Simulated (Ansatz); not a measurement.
Runs of Ansatz 0.2.0 on Mg. It takes space group Fm-3m (No. 225, cubic). The conventional cell has a = 6.967 Å, b = 6.967 Å, c = 6.967 Å, α = 90.00°, β = 90.00°, γ = 90.00°. Around Mg (site symmetry m-3m) lie 8 Mg at 3.02 Å. Mg (site symmetry -43m) has 4 Mg at 3.02 Å as nearest neighbours. The cell was built by a generator and needn't be a form met in nature.

| level | gap on the mesh (eV) | pressure (GPa) | relaxed volume (Å³/atom) |
| --- | --- | --- | --- |
| PBEsol | none | 0.0 | (b) |
| RPBE | none | 0.0 | 29.11 |
| revPBE | none | 0.0 | 28.92 |
| LDA | none | 0.0 | 26.46 |
| BLYP+D4 | none | 0.0 | (a) |

Alike in all rows: task relaxation of cell and atoms; potentials or basis Ansatz PAW; no spin polarisation; cell relaxed; k mesh 7 × 7 × 7; cutoff (eV) 420; smearing fermi-dirac 0.05 eV.

Question: Fill in the values left out.

Answer: (a) 27.57; (b) 27.51.

Caveats: the plane-wave basis is chosen anew once the cell has moved, so the energies of steps on either side of that aren't comparable; the PAW data sets come from PBE, with cores solved anew for the run's functional, which leaves a small shift of forces and pressure; pairwise dispersion overbinds metals, which lowers pressure and volume (some runs).

A gap of «none» marks a metal or a gap under the smearing width.

Runs at the PBE level aren't shown here.
